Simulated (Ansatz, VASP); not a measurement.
## Al2O3: VASP beside Ansatz

Contents of INCAR:

```
SYSTEM = Al2O3
PREC = Accurate
ENCUT = 520
EDIFF = 1E-7
ISMEAR = -1
SIGMA = 0.05
LREAL = .False.
LASPH = .True.
NELM = 60
ALGO = Normal
ISIF = 2
LWAVE = .False.
LCHARG = .True.
GGA = PE
LELF = .True.
LVHAR = .True.
NBANDS = 20
```

Contents of KPOINTS:

```
Automatic mesh
0
Gamma
  11 11 3
  0 0 0
```

Contents of POSCAR:

```
Al2O3
1.0
    2.8843249483      0.0000000000      0.0000000000
   -1.4421624742      2.4978986780      0.0000000000
    0.0000000000      0.0000000000      9.3367544600
Al O
2 3
Direct
    0.0000000000      0.0000000000      0.8500076700
    0.0000000000      0.0000000000      0.1499923300
    0.3333333333      0.6666666667      0.7776830800
    0.6666666667      0.3333333333      0.0000000000
    0.3333333333      0.6666666667      0.2223169200
```

Contents of input.yaml:

```yaml
crystal:
  lattice:
    - [2.8843249483, 0.0, 0.0]
    - [-1.4421624742, 2.497898678, 0.0]
    - [0.0, 0.0, 9.33675446]
  atoms:
    - { symbol: Al, position: [0.0, 0.0, 0.85000767] }
    - { symbol: Al, position: [0.0, 0.0, 0.14999233] }
    - { symbol: O, position: [0.3333333333, 0.6666666667, 0.77768308] }
    - { symbol: O, position: [0.6666666667, 0.3333333333, 0.0] }
    - { symbol: O, position: [0.3333333333, 0.6666666667, 0.22231692] }
hamiltonian:
  xc: pbe
  pseudopotentials: { kind: paw }
kpoints:
  mp_grid: { grid: [11, 11, 3] }
scf:
  occupations: { method: fermi_dirac, width: 0.05 }
output:
  forces: true
  stress: true
  eigenvalues: true
  write_density: true
  write_potential: true
  elf: true
  volumetric_format: npy
```

Measurements of this composition are mostly on another form, of space group No. 167.

Alike in both runs: task single point; functional PBE; k mesh 11 × 11 × 3; occupations fermi-dirac, width 0.05 eV; no spin polarisation.

|  | VASP | Ansatz |
| --- | --- | --- |
| version | VASP 6.6.1 | Ansatz 0.2.0 |
| potentials or method | VASP PAW PBE potentials, release 64 (Al, O) | Ansatz PAW |
| plane-wave cutoff (eV) | 520 | 420 |
| valence electrons in the cell | 24 | 24 |

|  | VASP | Ansatz | Ansatz less VASP |
| --- | --- | --- | --- |
| gap on the k mesh at the Fermi level (eV) | 4.77 | 4.79 | +0.020 |
| least direct gap on the mesh (eV) | 5.01 | 5.03 | +0.018 |
| pressure (GPa) | 0.1 | 0.1 | -0.01 |
| largest component of the traceless stress (GPa) | 0.17 | 0.04 | -0.131 |
| rms of the force components (eV/Å) | 0.005 | 0.022 | +0.0167 |

Atom by atom the forces differ by 0.017 eV/Å (rms over components).

Caveats: an odd mesh through Γ misses points on the zone boundary, where band edges often lie (VASP); odd divisions of the mesh miss points on the zone boundary, where band edges often lie, so the gap on the mesh can be too wide (Ansatz); the pressure holds a Pulay correction of +0.5 GPa for the finite cutoff (Ansatz). Expect the measured gap to be larger: semilocal functionals such as PBE lack the derivative discontinuity.
